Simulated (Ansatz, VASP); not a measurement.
**One calculation of CaO, two programs**

The input INCAR:

```
  PREC = Accurate
  ENCUT = 520
  EDIFF = 1E-7
  ISMEAR = 0
  SIGMA = 0.05
  LREAL = F
  LASPH = T
  NELM = 80
  ALGO = Normal
  ISIF = 2
  LWAVE = F
  LCHARG = F
  GGA = PE
  NBANDS = 15
```

The input KPOINTS:

```
regular mesh
0
Gamma
  8 8 8
```

POSCAR

```
CaO
1.0
    0.0000000000      2.4490000000      2.4490000000
    2.4490000000      0.0000000000      2.4490000000
    2.4490000000      2.4490000000      0.0000000000
Ca O
1 1
Direct
   -0.0204164965     -0.0204164965      0.0204164965
    0.5000000000      0.5000000000      0.5000000000
```

Input for Ansatz:

```yaml
crystal:
  lattice:
    - [0.0, 2.449, 2.449]
    - [2.449, 0.0, 2.449]
    - [2.449, 2.449, 0.0]
  atoms:
    - { symbol: Ca, position: [-0.0204164965, -0.0204164965, 0.0204164965] }
    - { symbol: O, position: [0.5, 0.5, 0.5] }
basis:
  ecutwfc: 420
kpoints:
  mp_grid: { grid: [8, 8, 8] }
hamiltonian:
  xc: pbe
scf:
  occupations: { method: gaussian, width: 0.05 }
output:
  forces: true
  stress: true
  eigenvalues: true
```

Change from the starting cell: all Ca atoms moved -0.100 Å, as atom 1 along Cartesian [0 0 1].

Alike in both runs: task single point; functional PBE; k mesh 8 × 8 × 8; occupations gaussian, width 0.05 eV; no spin polarisation.

|  | VASP | Ansatz |
| --- | --- | --- |
| version | VASP 6.6.1 | Ansatz 0.2.0 |
| potentials or method | VASP PAW PBE potentials, release 64 (Ca_sv, O) | scalar-relativistic, plane waves, PAW |
| plane-wave cutoff (eV) | 520 | 420 |
| valence electrons in the cell | 16 | 16 |

```tsv
	VASP	Ansatz	Ansatz less VASP
gap on the k mesh at the Fermi level (eV)	3.68	3.69	+0.015
least direct gap on the mesh (eV)	4.04	4.05	+0.016
pressure (GPa)	-3.2	-3.6	-0.46
largest component of the traceless stress (GPa)	0.80	0.77	-0.037
rms of the force components (eV/Å)	0.141	0.133	-0.0075
```

Atom by atom the forces differ by 0.007 eV/Å (rms over components).

A k mesh can miss the band edges.
